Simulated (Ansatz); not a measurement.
# TaN: stress in a strained cell

Aim: deform TaN (equal xy, yz and zx engineering shear strains of +3 %) and compute stress, forces and field gradients with LAPW, PAW and all-electron datasets made for the crystal.

Method: DFT PBEsol, scalar-relativistic, in Ansatz 0.2.0.

### Step 1. The starting structure

The structure is hexagonal, space group P-62m (No. 189). The conventional cell has a = 5.196 Å, b = 5.196 Å, c = 2.911 Å, α = 90.00°, β = 90.00°, γ = 120.00°. Ta (site symmetry -6) has 6 N at 2.16 Å as nearest neighbours. Ta (site symmetry -62m) has 3 N at 2.04 Å as nearest neighbours. N (site symmetry m2m) is surrounded by 5 Ta at 2.04 to 2.16 Å.

As a file:

```
CELL_PARAMETERS angstrom
5.19600 0.00000 0.00000
-2.59800 4.49987 0.00000
0.00000 0.00000 2.91100
ATOMIC_POSITIONS crystal
Ta 0.33333 0.66667 0.50000
Ta 0.66667 0.33333 0.50000
Ta 0.00000 0.00000 0.00000
N 0.39285 0.00000 0.00000
N 0.60715 0.60715 0.00000
N 0.00000 0.39285 0.00000
```

Atoms are numbered in the order of the input: Ta1, Ta2, Ta3, N4, N5, N6.

### Step 2. The deformed structure

Space group P-62m before, P1 after.

### Step 3. LAPW, all electrons

The input, input.yaml:

```yaml
crystal:
  lattice:
    - [5.1960008669, 0.077940013, 0.077940013]
    - [-2.5305024022, 4.4608987423, 0.0285280247]
    - [0.043665, 0.043665, 2.911]
  atoms:
    - { symbol: Ta, position: [0.3333333333, 0.6666666667, 0.5] }
    - { symbol: Ta, position: [0.6666666667, 0.3333333333, 0.5] }
    - { symbol: Ta, position: [0.0, 0.0, 0.0] }
    - { symbol: "N", position: [0.39285, 0.0, 0.0] }
    - { symbol: "N", position: [0.60715, 0.60715, 0.0] }
    - { symbol: "N", position: [0.0, 0.39285, 0.0] }
kpoints:
  mp_grid: { grid: [6, 6, 9] }
  band_path:
    path:
      - [0.0, 0.0, 0.0]
      - [0.0, -0.5, 0.0]
      - [0.0, 0.0, 0.5]
      - [0.0, 0.0, 0.0]
      - [-0.5, 0.0, 0.0]
      - [-0.5, 0.5, -0.5]
      - [0.0, 0.0, 0.0]
      - [-0.5, 0.0, -0.5]
      - [-0.5, 0.5, 0.0]
    npoints: 5
scf:
  occupations: { method: fermi_dirac, width: 0.01 }
hamiltonian:
  xc: pbesol
  pseudopotentials: { kind: all_electron, lapw: { basis_error: 0.001 } }
output:
  forces: true
  stress: true
  eigenvalues: true
```

Launch:

```console
$ ansatz run input.yaml --threads 2 --pin off --max-ram 8192MiB --backend cpu --events-out ev --progress --plain --runs-dir out
```

The log of the run (excerpt; [...] marks lines left out):

```text
LAPW: plane waves up to 10.718 Å⁻¹, error target 1.0e-3 eV per atom; small_component_spin mean_spin; N in spheres of 0.840 Å, 7 of its electrons in bands, Dirac shells []; Ta in spheres of 1.175 Å, 45 of its electrons in bands, Dirac shells []
[...]
Pseudopotentials: kind: all_electron
Pseudopotential: Ta, LAPW, valence charge 45, Koelling and Harmon's equation, gaussian nucleus
Pseudopotential: N, LAPW, valence charge 7, Koelling and Harmon's equation, gaussian nucleus
Functional definition: PBEsol
[...]
Crystal: 6 atoms, lattice volume = 68.018 Å³
Basis set: ecut = 437.66344508522286 eV, 1385 PW (Γ), exchange–correlation at level 2
Bands: 94, of which v1, the nominal top of the filled ones, is band 78 counted from 1 (77 counted from 0)
Symmetry: 1 space group operations
Space group: P1 (ITA 1), of the structure as read, at distance tolerance 4.1e-5 Å
k-points: 164 of 324 (time reversal used)
[...]
SCF iter   1: F=—  HF=-1277797.663724 eV  |F-HF|=—  |Δ(HF+E_count)|=         —  Δρ=1.40e-1  dr2=1.60e1  ethr=1.03e-2  ⟨swp⟩=2.0  Hψ=94103  notcnv=0
[...]
the basis was enlarged: its passes take 1.5 MiB over the memory plan, 2 of 2 planned eigensolver slots
[...]
SCF iter  11: F=-1277791.883341 eV  HF=-1277791.883341 eV  |F-HF|=8.61e-9  |Δ(HF+E_count)|=   4.28e-8  Δρ=4.95e-6  dr2=1.61e-8  ethr=1.55e-10  ⟨swp⟩=2.0  Hψ=46091  notcnv=0
[...]
NSCF: frozen V_eff on 41 k-points
SCF converged after 11 iterations
Free energy (F): -1277791.883341 eV
[...]
E sigma→0 (E₀):  -1277791.883237 eV
Entropy (-TS):   -0.000209 eV (-0.035 meV/atom)
Fermi energy:    24.499223 eV
[...]
--- Forces (eV/Å), atoms counted from 1 ---
  atom   1  Ta    -0.12858044    -0.08158295     0.06536791
  atom   2  Ta     0.13253053    -0.09986025     0.02457923
  atom   3  Ta     0.02595725    -0.38352041     0.00019538
  atom   4  N     -0.02954539     0.11956018     0.05898842
  atom   5  N      0.05960316     0.21656422    -0.15018475
  atom   6  N     -0.05996520     0.22884276     0.00105366
[...]
--- Stress (GPa, compression-positive) ---
       -2.409511      -5.497711      -5.598135
       -5.497711      -2.435107      -5.652782
       -5.598135      -5.652782      -4.130844
  P = ⅓ Tr σ = -2.9918 GPa (-29.918 kbar)
--- Band table (eV; the first three rows and the last of 164) ---
[...]
```

Wall time 11 min (2 threads of Arm Neoverse V2, shared host); peak memory 2.3 GiB.

This run gives: pressure -2.99 GPa; no gap; largest force 0.384 eV/Å.

### Step 4. PAW with frozen cores

Edit input.yaml of step 3 so:

```diff
@@ -14,14 +14,2 @@
   mp_grid: { grid: [6, 6, 9] }
-  band_path:
-    path:
-      - [0.0, 0.0, 0.0]
-      - [0.0, -0.5, 0.0]
-      - [0.0, 0.0, 0.5]
-      - [0.0, 0.0, 0.0]
-      - [-0.5, 0.0, 0.0]
-      - [-0.5, 0.5, -0.5]
-      - [0.0, 0.0, 0.0]
-      - [-0.5, 0.0, -0.5]
-      - [-0.5, 0.5, 0.0]
-    npoints: 5
 scf:
@@ -30,3 +18,3 @@
   xc: pbesol
-  pseudopotentials: { kind: all_electron, lapw: { basis_error: 0.001 } }
+  pseudopotentials: { kind: paw }
 output:
@@ -35 +23,2 @@
   eigenvalues: true
+  efg: { contact_densities: true }
```

Launch:

```console
$ ansatz run input.yaml --threads 2 --pin off --max-ram 8192MiB --backend cpu --events-out ev --progress --plain --runs-dir out
```

The log of the run:

```text
Ta: output.efg is read without spin–orbit coupling, which moves field gradients at and beside such atoms by some per cent and up to a factor of two; PAW files take it under magnetization.noncollinear and magnetization.spin_orbit
Engine: ansatz 0.2.0
Pseudopotentials: kind: paw
Pseudopotential: Ta, paw, valence charge 13, recommended cutoff 420 eV (normal)
Pseudopotential: N, paw, valence charge 5, recommended cutoff 420 eV (normal)
[... 1 set-up line as earlier in the session ...]
  exchange = pbesol_x
  correlation = pbesol_c
Crystal: 6 atoms, lattice volume = 68.018 Å³
Basis set: ecut = 420 eV, 1319 PW (Γ), exchange–correlation on 72×72×40 points (8 copies of the dense FFT grid, shifted against one another)
Bands: 33, of which v1, the nominal top of the filled ones, is band 27 counted from 1 (26 counted from 0)
[... 2 set-up lines as earlier in the session ...]
k-points: 164 of 324 (time reversal used)
Non-local potential: Ta, projectors of the file, l = 0: 3, l = 1: 2, l = 2: 2, l = 3: 1
Non-local potential: N, projectors of the file, l = 0: 2, l = 1: 2, l = 2: 1
PAW form: soft (Blöchl's): semilocal exchange-correlation on the pseudo side does not see the compensation charge
PAW frozen core: Ta, regenerated for the run's functional, and the local potential with it (the file was generated under x = pbe(κ = 0.804, μ = 0.2195149727645171), c = pbe(β = 0.06672455060314922))
PAW frozen core: N, regenerated for the run's functional, and the local potential with it (the file was generated under x = pbe(κ = 0.804, μ = 0.2195149727645171), c = pbe(β = 0.06672455060314922))
PAW one-centre angular grid: Ta, 590 points (default); XC on 64 Gauss nodes
PAW one-centre angular grid: N, 110 points (default); XC on 64 Gauss nodes
Initial density: superposition of atomic densities (neutral atoms: chi_scale 0, normalization atom), corrected by the library's trained network
Initial wavefunctions: pseudopotential atomic-orbital guess
Functional: x = pbesol(κ = 0.804, μ = 0.12345679012345678), c = pbesol(β = 0.046)
SCF iter   1: F=—  HF=-30562.879042 eV  |F-HF|=—  |Δ(HF+E_count)|=         —  Δρ=1.19e-2  dr2=8.72e-2  ethr=1.77e-3  ⟨swp⟩=6.2  Hψ=22683  notcnv=0
preconditioner: auto → Kerker (q_TF=auto, 2.625 Å⁻¹)  [metal: Δε(μ)=0.017 eV  Ē_g=9.468 eV  σ=0.010 eV  W_gap=0.35  n_scr=26 (ndim 8)  ℏωp=24.7 eV  f_vac=0.000  D(μ)=0.71/eV (n_scr^D=0)]
SCF iter   2: F=—  HF=-30562.863060 eV  |F-HF|=—  |Δ(HF+E_count)|=   1.60e-2  Δρ=4.84e-3  dr2=1.28e-2  ethr=1.62e-4  ⟨swp⟩=2.1  Hψ=8609  notcnv=0  defer=251
preconditioner: auto → Resta (q_TF=auto, 2.625 Å⁻¹)  ε∞=7.7  [insulator: Δε(μ)=0.042 eV  Ē_g=9.515 eV  σ=0.010 eV  W_gap=0.68  n_scr=26 (ndim 8)  ℏωp=24.7 eV  f_vac=0.000  D(μ)=0.65/eV (n_scr^D=0)  ε∞_Penn≈7.7]
SCF iter   3: F=—  HF=-30562.861085 eV  |F-HF|=—  |Δ(HF+E_count)|=   1.97e-3  Δρ=2.10e-3  dr2=2.63e-3  ethr=2.37e-5  ⟨swp⟩=2.6  Hψ=7491  notcnv=0  defer=99
automatic band count: iteration 3 solves 32 bands in place of 33: the levels show a gap, and the empty bands left out lie too high to hold charge; the band table lists the bands solved (type scf.n_extra_bands for more)
SCF iter   4: F=—  HF=-30562.860546 eV  |F-HF|=—  |Δ(HF+E_count)|=   5.39e-4  Δρ=4.14e-4  dr2=1.30e-4  ethr=4.87e-6  ⟨swp⟩=2.0  Hψ=8266  notcnv=0  defer=99
SCF iter   5: F=—  HF=-30562.860525 eV  |F-HF|=—  |Δ(HF+E_count)|=   2.08e-5  Δρ=1.37e-4  dr2=1.10e-5  ethr=2.40e-7  ⟨swp⟩=2.0  Hψ=6925  notcnv=0  defer=99
SCF iter   6: F=—  HF=-30562.860573 eV  |F-HF|=—  |Δ(HF+E_count)|=   4.82e-5  Δρ=2.20e-5  dr2=2.06e-7  ethr=2.04e-8  ⟨swp⟩=2.5  Hψ=7884  notcnv=0  defer=99
SCF iter   7: F=-30562.860573 eV  HF=-30562.860574 eV  |F-HF|=6.60e-8  |Δ(HF+E_count)|=   2.77e-8  Δρ=1.03e-5  dr2=7.61e-8  ethr=1.85e-10  ⟨swp⟩=8.6  Hψ=20227  notcnv=0
SCF 1 converged in 7 iterations: F = -30562.860573 eV  dr2 = 7.61e-8
SCF converged after 7 iterations
Free energy (F): -30562.860573 eV
Harris-Foulkes:  -30562.860574 eV  (|F-HF|=6.60e-8)
Internal energy: -30562.860365 eV  (E = F + TS)
E sigma→0 (E₀):  -30562.860469 eV
Entropy (-TS):   -0.000208 eV (-0.035 meV/atom)
Fermi energy:    19.546742 eV
--- Per-component energies (eV) ---
  E_band       = -224.380803
  E_kinetic    = 1496.606849
  E_local      = -2036.367459  (includes V_loc(G=0)·N_el)
  E_nonlocal   = 188.624283
  E_hartree    = 687.743023
  E_xc         = -832.626101
  E_vxc        = -843.582902  (∫ρ·V_xc dr)
  E_paw        = -25186.382244  (= ΣΔE_a)
  E_vpaw       = -405.148282  (= ΣTr[D̂ρ^β])
  E_aug_tail   = 0.000736  (compensation charges beyond the density's cutoff)
  E_ewald      = -4881.184689
  E_core_change = 0.725236  (= ΣΔE_core)
  E_smearing   = -0.000208  (= −TS)
  E_closure    = 0.000000  (closes the sum)
  Σ components = -30562.860573   (vs F -30562.860573, Δ=0.00e0)
--- Forces (eV/Å), atoms counted from 1 ---
  atom   1  Ta    -0.12810672    -0.08285570     0.06608076
  atom   2  Ta     0.13219171    -0.10117125     0.02481554
  atom   3  Ta     0.02595717    -0.38987758     0.00007385
  atom   4  N     -0.01589398     0.12149423     0.06078751
  atom   5  N      0.05357051     0.20809193    -0.15332123
  atom   6  N     -0.06771509     0.24422584     0.00155022
  max |Σ_I F_I| component: 9.25e-5 eV/Å
--- Stress (GPa, compression-positive) ---
       -2.369643      -5.523690      -5.637791
       -5.523690      -2.394249      -5.692769
       -5.637791      -5.692769      -4.145911
  P = ⅓ Tr σ = -2.9699 GPa (-29.699 kbar)
--- PAW observables at the nuclei: V_zz in 10²¹ V/m², potentials from the cell's mean, atoms counted from 1 ---
  atom   1  Ta V_zz =   -22.915328   η = 0.4389   by run symmetry: allowed
            electrostatic potential = -14499.379178 V   contact ρ = 8144131.569685 e/Å³
  atom   2  Ta V_zz =   -22.924307   η = 0.4374   by run symmetry: allowed
            electrostatic potential = -14499.379169 V   contact ρ = 8144131.574137 e/Å³
  atom   3  Ta V_zz =   +14.469944   η = 0.2472   by run symmetry: allowed
            electrostatic potential = -14499.949152 V   contact ρ = 8144191.690840 e/Å³
  atom   4  N  V_zz =    -1.458438   η = 0.7133   by run symmetry: allowed
            electrostatic potential = -528.188280 V   contact ρ = 1403.931919 e/Å³
  atom   5  N  V_zz =    -1.224209   η = 0.6453   by run symmetry: allowed
            electrostatic potential = -528.205100 V   contact ρ = 1403.901711 e/Å³
  atom   6  N  V_zz =    -1.669589   η = 0.7627   by run symmetry: allowed
            electrostatic potential = -528.172919 V   contact ρ = 1403.964914 e/Å³
--- Band table (eV; the first three rows and the last of 164) ---
  k-point 0: bands = ["-49.7153", "-49.6695", "-49.0877", "-16.5529", "-16.5396", "-16.2013", "-16.1865", "-16.0208", "-15.9120", "-15.7641", "-15.7570", "-15.1258", "1.2755", "3.9860", "4.0592", "10.1720", "12.9235", "13.0502", "13.1033", "13.7747", "13.8346", "14.4190", "14.6893", "15.3442", "16.2360", "17.6610", "18.6587", "18.6648", "20.0973", "20.1644", "21.4097", "21.4767"]
  k-point 1: bands = ["-49.7100", "-49.6644", "-49.0831", "-16.5355", "-16.5225", "-16.1844", "-16.1671", "-16.1269", "-16.0071", "-15.7626", "-15.7567", "-15.2073", "1.5098", "3.9218", "3.9905", "10.5822", "12.7075", "12.8329", "13.2832", "13.6588", "13.7593", "14.3829", "14.5858", "14.7023", "16.7025", "18.1590", "18.1744", "18.2535", "20.7101", "20.7917", "21.4409", "21.5274"]
  k-point 2: bands = ["-49.6965", "-49.6515", "-49.0716", "-16.4911", "-16.4791", "-16.3908", "-16.2422", "-16.1364", "-16.1147", "-15.7610", "-15.7582", "-15.4088", "2.1302", "3.7528", "3.8094", "11.6734", "12.1998", "12.3195", "12.8653", "13.4944", "13.5151", "14.2001", "14.3090", "14.4554", "17.6747", "17.7060", "18.0254", "19.5265", "20.9408", "21.0728", "21.5885", "21.7080"]
  k-point 163: bands = ["-49.6539", "-49.6443", "-49.0499", "-16.8117", "-16.7363", "-16.4289", "-16.3439", "-16.0856", "-15.9992", "-15.7869", "-15.7555", "-15.7247", "3.1758", "3.5231", "3.8716", "11.0116", "11.4857", "11.9897", "12.2024", "12.6390", "13.3796", "14.0781", "14.7279", "15.3965", "16.4826", "17.6878", "18.6266", "20.0039", "20.8826", "22.6913", "22.7335", "23.0378"]
```

Wall time 14 s (2 threads of Arm Neoverse V2, shared host); peak memory 0.5 GiB.

Result: pressure -2.97 GPa; no gap; largest force 0.391 eV/Å; Vzz Ta1 -22.92 (η = 0.44), Ta2 -22.92 (η = 0.44), Ta3 14.47 (η = 0.25), N4 -1.46 (η = 0.71) (10²¹ V/m²).

[end of part 1 of 2]
